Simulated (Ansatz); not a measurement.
# GaN (P6_3mc) in Ansatz: notebook

Aim: see how the results for GaN move with the level of theory and the settings. Levels: revPBE, BLYP. Tasks: band structure.

All numbers are computed with Ansatz 0.2.0; they aren't measurements. Logs are shortened: lines on timing, memory, paths and dates and some standing lists are left out, and cuts for length are marked.

**Measured values to compare with.**

From “Studying electronic properties in GaN without electrical contacts using γ-γ vs e−-γ Perturbed Angular Correlations”, 2019, pmc:6823545, for a bulk crystal of GaN: band gap 3.503 ± 0.005 eV (direct).

The runs below are set against these values where they give the same quantity.

## 1. Starting point

It takes space group P6_3mc (No. 186, hexagonal). Conventional cell: a = 3.180 Å, b = 3.180 Å, c = 5.166 Å, α = 90.00°, β = 90.00°, γ = 120.00°. Around Ga (site symmetry 3m) lie 4 N at 1.94 to 1.95 Å. Around N (site symmetry 3m) lie 4 Ga at 1.94 to 1.95 Å.

## 2. Band structure, revPBE

File input.yaml:

```yaml
crystal:
  lattice:
    - [3.18, 0.0, 0.0]
    - [-1.59, 2.753960784, 0.0]
    - [0.0, 0.0, 5.166]
  atoms:
    - { symbol: Ga, position: [0.6666666667, 0.3333333333, 0.5] }
    - { symbol: Ga, position: [0.3333333333, 0.6666666667, 0.0] }
    - { symbol: "N", position: [0.6666666667, 0.3333333333, 0.875] }
    - { symbol: "N", position: [0.3333333333, 0.6666666667, 0.375] }
hamiltonian:
  xc: revpbe
  pseudopotentials: { kind: paw }
kpoints:
  mp_grid: { grid: [10, 10, 5] }
  band_path:
    path:
      - [[0.0, 0.0, 0.0], [0.5, 0.0, 0.0], [0.3333333333, 0.3333333333, 0.0], [0.0, 0.0, 0.0], [0.0, 0.0, 0.5], [0.5, 0.0, 0.5], [0.3333333333, 0.3333333333, 0.5], [0.0, 0.0, 0.5]]
      - [[0.5, 0.0, 0.5], [0.5, 0.0, 0.0]]
      - [[0.3333333333, 0.3333333333, 0.0], [0.3333333333, 0.3333333333, 0.5]]
    npoints: 14
scf:
  occupations: { method: fermi_dirac, width: 0.05 }
  n_extra_bands: 10
output:
  forces: true
  stress: true
  eigenvalues: true
  fatbands: true
  write_density: true
  write_potential: true
  elf: true
  volumetric_format: npy
```

Potentials or basis: Ansatz PAW.

On the command line:

```
ansatz run input.yaml --threads 2 --pin off --max-ram 5632MiB --backend cpu --events-out ev --progress --plain --runs-dir out
```

The log of the run:

```text
Warning: RAYON_NUM_THREADS=2 ignored (pool sized by the plan → 2); use --threads N
scf.n_extra_bands = 10 over 18 filled bands (N_el = 36.0): the run solves 28 bands
Engine: ansatz 0.2.0, x86_64-unknown-linux-gnu
Pseudopotentials: kind: paw
Pseudopotential: Ga, paw, valence charge 13, recommended cutoff 420 eV (normal), Ga.paw.azcp
Pseudopotential: N, paw, valence charge 5, recommended cutoff 420 eV (normal), N.paw.azcp
Functional definition: revPBE
  parameter kappa = 1.245
  parameter beta = 0.06672455060314922
  exchange = pbe_x(kappa = kappa, mu = beta*pi^2/3)
  correlation = pbe_c(beta = beta)
Crystal: 4 atoms, lattice volume = 45.242 Å³
Basis set: ecut = 420 eV, 881 PW (Γ), exchange–correlation on 48×48×72 points (8 copies of the dense FFT grid, shifted against one another)
Bands: 28, of which v1, the nominal top of the filled ones, is band 18 counted from 1 (17 counted from 0)
Symmetry: 12 space group operations
Space group: P63mc (ITA 186), of the structure as read, at distance tolerance 3.6e-5 Å
k-points: 42 of 500 (time reversal used)
Non-local potential: Ga, projectors of the file, l = 0: 2, l = 1: 2, l = 2: 3, l = 3: 1
Non-local potential: N, projectors of the file, l = 0: 2, l = 1: 2, l = 2: 1
PAW form: soft (Blöchl's): semilocal exchange-correlation on the pseudo side does not see the compensation charge
PAW frozen core: Ga, regenerated for the run's functional, and the local potential with it (the file was generated under x = pbe(κ = 0.804, μ = 0.2195149727645171), c = pbe(β = 0.06672455060314922))
PAW frozen core: N, regenerated for the run's functional, and the local potential with it (the file was generated under x = pbe(κ = 0.804, μ = 0.2195149727645171), c = pbe(β = 0.06672455060314922))
PAW one-centre angular grid: Ga, 590 points (default); XC on 64 Gauss nodes
PAW one-centre angular grid: N, 110 points (default); XC on 64 Gauss nodes
Initial density: superposition of atomic densities (neutral atoms: chi_scale 0, normalization atom), corrected by the library's trained network
Initial wavefunctions: pseudopotential atomic-orbital guess
Functional: x = revpbe(κ = 1.245, μ = 0.2195149727645171), c = pbe(β = 0.06672455060314922)
SCF iter   1: F=—  HF=-8345.816465 eV  |F-HF|=—  |Δ(HF+E_count)|=         —  Δρ=2.79e-3  dr2=1.42e-3  ethr=1.77e-3  ⟨swp⟩=5.1  Hψ=4788  notcnv=0  defer=11
preconditioner: auto → Resta (q_TF=auto, 2.626 Å⁻¹)  ε∞=3.7  [insulator: Δε(μ)=1.998 eV  Ē_g=20.197 eV  σ=0.050 eV  W_gap=1.00  n_scr=22 (ndim 8)  ℏωp=33.1 eV  f_vac=0.008  D(μ)=0.00/eV (n_scr^D=0)  ε∞_Penn≈3.7]
SCF iter   2: F=—  HF=-8345.816443 eV  |F-HF|=—  |Δ(HF+E_count)|=   2.17e-5  Δρ=1.17e-3  dr2=4.60e-4  ethr=3.94e-6  ⟨swp⟩=2.0  Hψ=2231  notcnv=0  defer=56
SCF iter   3: F=—  HF=-8345.816481 eV  |F-HF|=—  |Δ(HF+E_count)|=   3.79e-5  Δρ=7.40e-4  dr2=1.71e-4  ethr=1.28e-6  ⟨swp⟩=2.0  Hψ=1717  notcnv=0  defer=56
SCF iter   4: F=—  HF=-8345.816524 eV  |F-HF|=—  |Δ(HF+E_count)|=   4.27e-5  Δρ=8.32e-5  dr2=2.00e-6  ethr=4.76e-7  ⟨swp⟩=2.3  Hψ=1481  notcnv=0  defer=56
SCF iter   5: F=—  HF=-8345.816517 eV  |F-HF|=—  |Δ(HF+E_count)|=   6.49e-6  Δρ=1.85e-5  dr2=1.64e-7  ethr=5.56e-9  ⟨swp⟩=2.0  Hψ=1776  notcnv=0  defer=56
SCF iter   6: F=-8345.816518 eV  HF=-8345.816518 eV  |F-HF|=1.74e-8  |Δ(HF+E_count)|=   2.88e-7  Δρ=5.11e-6  dr2=1.38e-8  ethr=2.78e-10  ⟨swp⟩=11.2  Hψ=7912  notcnv=0
SCF 1 converged in 6 iterations: F = -8345.816518 eV  dr2 = 1.38e-8
NSCF: frozen V_eff on 129 k-points
SCF converged after 6 iterations
Free energy (F): -8345.816518 eV
Harris-Foulkes:  -8345.816518 eV  (|F-HF|=1.74e-8)
Internal energy: -8345.816518 eV  (E = F + TS)
E sigma→0 (E₀):  -8345.816518 eV
Fermi energy:    10.986033 eV
--- Per-component energies (eV) ---
  E_band       = -1.653057
  E_kinetic    = 495.534361
  E_local      = -3888.578762  (includes V_loc(G=0)·N_el)
  E_nonlocal   = 947.612546
  E_hartree    = 1792.446465
  E_xc         = -258.336982
  E_vxc        = -268.715515  (∫ρ·V_xc dr)
  E_paw        = -4250.461041  (= ΣΔE_a)
  E_vpaw       = -872.393278  (= ΣTr[D̂ρ^β])
  E_aug_tail   = 0.000061  (compensation charges beyond the density's cutoff)
  E_ewald      = -3183.826728
  E_core_change = -0.206438  (= ΣΔE_core)
  E_smearing   = -0.000000  (= −TS)
  E_closure    = 0.000000  (closes the sum)
  Σ components = -8345.816518   (vs F -8345.816518, Δ=0.00e0)
--- Forces (eV/Å), atoms counted from 1 ---
  atom   1  Ga     0.00000000    -0.00000000    -0.14085592
  atom   2  Ga     0.00000000     0.00000000    -0.14085592
  atom   3  N      0.00000000    -0.00000000     0.14084862
  atom   4  N      0.00000000     0.00000000     0.14084862
  max |Σ_I F_I| component: 1.46e-5 eV/Å
--- Stress (GPa, compression-positive) ---
        9.664475      -0.000000       0.000000
       -0.000000       9.664475       0.000000
        0.000000       0.000000      11.786297
  P = ⅓ Tr σ = 10.3717 GPa (103.717 kbar)
--- Band table (eV; the first three rows and the last of 42) ---
  k-point 0: bands = ["-6.1450", "-5.2067", "-3.5460", "-3.5249", "-3.5249", "-3.4609", "-3.4609", "-3.2688", "-3.2688", "-3.1675", "-3.1675", "-1.9294", "2.8338", "8.8932", "8.8932", "9.8944", "9.9525", "9.9525", "11.9465", "14.3038", "19.2780", "19.9360", "19.9360", "20.8607", "21.7705", "21.7705", "24.6345", "25.6202"]
  k-point 1: bands = ["-6.0286", "-5.2549", "-3.5226", "-3.5226", "-3.5125", "-3.4705", "-3.4705", "-3.2556", "-3.2556", "-3.1739", "-3.1739", "-2.3171", "3.5494", "8.8278", "8.9898", "8.9898", "9.8469", "9.8469", "12.8262", "14.3777", "19.0083", "19.9829", "19.9829", "19.9844", "21.4131", "21.4131", "25.0366", "26.1603"]
  k-point 2: bands = ["-5.7361", "-5.4302", "-3.5124", "-3.5124", "-3.4923", "-3.4923", "-3.3596", "-3.2250", "-3.2250", "-3.1940", "-3.1940", "-2.9584", "5.1562", "7.0317", "9.2468", "9.2468", "9.5744", "9.5744", "13.9449", "14.4294", "18.5686", "18.8194", "20.2207", "20.2207", "20.7414", "20.7414", "25.8662", "26.9704"]
  k-point 41: bands = ["-5.0577", "-5.0398", "-3.4318", "-3.4102", "-3.3964", "-3.3451", "-3.2581", "-3.2556", "-3.2191", "-3.2099", "-1.6204", "-1.5004", "3.7648", "3.8931", "5.5563", "6.2975", "8.1443", "8.4398", "16.3262", "16.3541", "17.3549", "17.8731", "19.0071", "19.1997", "23.0849", "23.7831", "24.4263", "25.1580"]
```

It took 17 s on 2 threads of Intel Xeon at 2.50GHz (Skylake/Cascade Lake), shared host; peak memory 0.4 GiB.

What came out:

```
Free energy             : -8345.8165 eV
Pressure                : 10.4 GPa
Largest force           : 0.141 eV/Å
Band gap on the k mesh  : 1.99 eV, direct
Band gap along the path : 1.99 eV, direct
```

Forces in eV/Å, atoms in the order of the input:
```
Ga   0.000  0.000 -0.141
Ga   0.000  0.000 -0.141
N    0.000  0.000  0.141
N    0.000  0.000  0.141
```

Stress tensor (GPa, compression positive):
```
 9.66  0.00  0.00
 0.00  9.66  0.00
 0.00  0.00 11.79
```

Levels at the corners of the path, in eV from the valence-band top:
```tsv
point	band 14	band 15	band 16	band 17	band 18	band 19	band 20	band 21	band 22	band 23
Γ	-1.06	-1.06	-0.06	0.00	0.00	1.99	4.35	9.33	9.98	9.98
M	-5.28	-4.26	-2.78	-2.25	-0.99	5.14	5.65	6.13	8.73	10.43
K	-5.34	-5.32	-3.03	-3.03	-2.71	5.20	7.93	7.93	8.51	9.98
Γ	-1.06	-1.06	-0.06	0.00	0.00	1.99	4.35	9.33	9.98	9.98
A	-3.87	-0.54	-0.54	-0.54	-0.54	4.33	4.33	8.61	8.61	10.49
L	-6.62	-1.96	-1.96	-1.92	-1.92	4.48	4.48	7.90	7.90	10.09
H	-6.18	-4.21	-4.21	-1.50	-1.50	6.54	6.54	7.39	7.39	9.16
A	-3.87	-0.54	-0.54	-0.54	-0.54	4.33	4.33	8.61	8.61	10.49
L	-6.62	-1.96	-1.96	-1.92	-1.92	4.48	4.48	7.90	7.90	10.09
M	-5.28	-4.26	-2.78	-2.25	-0.99	5.14	5.65	6.13	8.73	10.43
K	-5.34	-5.32	-3.03	-3.03	-2.71	5.20	7.93	7.93	8.51	9.98
H	-6.18	-4.21	-4.21	-1.50	-1.50	6.54	6.54	7.39	7.39	9.16
```

Caveat: the pressure holds a Pulay correction of +0.5 GPa for the finite cutoff; the PAW data sets come from PBE, with cores solved anew for the run's functional, which leaves a small shift of forces and pressure.

## 3. Band structure, BLYP

input.yaml: that of step 2 with these lines changed.

```diff
@@ -11,3 +11,3 @@
 hamiltonian:
-  xc: revpbe
+  xc: blyp
   pseudopotentials: { kind: paw }
@@ -28,6 +28,2 @@
   eigenvalues: true
-  fatbands: true
-  write_density: true
-  write_potential: true
-  elf: true
-  volumetric_format: npy
+  fatbands: false
```

Potentials or basis: Ansatz PAW.

On the command line:

```
ansatz run input.yaml --threads 2 --pin off --max-ram 5632MiB --backend cpu --events-out ev --progress --plain --runs-dir out
```

It took 13 s on 2 threads of Intel Xeon at 2.50GHz (Skylake/Cascade Lake), shared host; peak memory 0.39 GiB.

Results (log left out):

- Free energy: -8358.0624 eV
- Pressure: 13.0 GPa
- Largest force: 0.131 eV/Å
- Band gap on the k mesh: 2.07 eV, direct
- Band gap along the path: 2.07 eV, direct

Forces on the atoms (eV/Å):
```
Ga   0.000  0.000 -0.131
Ga   0.000  0.000 -0.131
N    0.000  0.000  0.131
N    0.000  0.000  0.131
```

Stress tensor (GPa, compression positive):
```
12.16  0.00  0.00
 0.00 12.16  0.00
 0.00  0.00 14.64
```

Levels at the corners of the path, in eV from the valence-band top:
```
point  band 16  band 17  band 18  band 19  band 20  band 21
    Γ    -0.06     0.00     0.00     2.07     4.35     9.38
    M    -2.74    -2.20    -0.98     5.24     5.67     6.23
    K    -2.98    -2.98    -2.66     5.39     7.80     7.80
    Γ    -0.06     0.00     0.00     2.07     4.35     9.38
    A    -0.54    -0.54    -0.54     4.35     4.35     8.65
    L    -1.93    -1.90    -1.90     4.59     4.59     7.87
    H    -4.13    -1.49    -1.49     6.56     6.56     7.53
    A    -0.54    -0.54    -0.54     4.35     4.35     8.65
    L    -1.93    -1.90    -1.90     4.59     4.59     7.87
    M    -2.74    -2.20    -0.98     5.24     5.67     6.23
    K    -2.98    -2.98    -2.66     5.39     7.80     7.80
    H    -4.13    -1.49    -1.49     6.56     6.56     7.53
```

Caveat: the pressure holds a Pulay correction of +0.6 GPa for the finite cutoff; the PAW data sets come from PBE, with cores solved anew for the run's functional, which leaves a small shift of forces and pressure.

## 4. How close it comes

Step 2. Against the measured gap of GaN, 3.503 eV (direct; quoted in “Studying electronic properties in GaN without electrical contacts using γ-γ vs e−-γ Perturbed Angular Correlations”, 2019, pmc:6823545), the calculated 1.99 eV is off by -1.51 eV. Spin-orbit coupling on Ga is left out. The value is that of revPBE, without temperature or zero-point motion. Semilocal functionals fall short of measured gaps as a rule.

Step 3. Measured gap of GaN: 3.503 eV (direct; quoted in “Studying electronic properties in GaN without electrical contacts using γ-γ vs e−-γ Perturbed Angular Correlations”, 2019, pmc:6823545). This calculation gives 2.07 eV (-1.44 eV). Spin-orbit coupling on Ga is left out. The value is that of BLYP, without temperature or zero-point motion. Semilocal functionals fall short of measured gaps as a rule.
